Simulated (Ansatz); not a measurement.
System: cubic perovskite BaSnO₃. Method: PBE-D3(BJ) in Ansatz (PAW).

Run with plane-wave cutoff 520 eV, 8×8×8 k mesh, Fermi–Dirac smearing 0.01 eV, scalar-relativistic PAW data made under PBE.

Energies at three volumes about the minimum:

```json
[
 {"V (Å³/atom)": "14.002", "E − E_lowest (meV/atom)": "2.60"},
 {"V (Å³/atom)": "14.288", "E − E_lowest (meV/atom)": "0.00"},
 {"V (Å³/atom)": "14.574", "E − E_lowest (meV/atom)": "2.45"}
]
```

Question: Fit a parabola by hand: where is the minimum, what lattice constant follows, and what is the bulk modulus?

Answer: Slopes: (0.00 − 2.60)/(14.288 − 14.002) = -9.091 and (2.45 − 0.00)/(14.574 − 14.288) = 8.566 meV/Å³. Curvature E″ = 2 × (8.566 − (-9.091))/(14.574 − 14.002) = 61.738 meV/Å⁶. From the middle of the first interval, the slope vanishes at V0 = 14.1450 − (-9.091)/61.738 = 14.292 Å³/atom. B = V0 E″ = 14.292 × 61.738 meV/Å³ × 0.1602 GPa per meV/Å³ = 141 GPa. With 5 atoms in the cube, a = (5 × 14.292)^(1/3) = 4.150 Å. The full Birch–Murnaghan fit to all volumes gives V0 = 14.287 Å³/atom and B0 = 141 GPa.

Measured, for comparison: lattice constant a 4.116 Å (temperature not stated, no zero-point or thermal correction; as tabulated in Lee et al. (2017), arXiv:1707.09778).

Ansatz is a first-principles code.
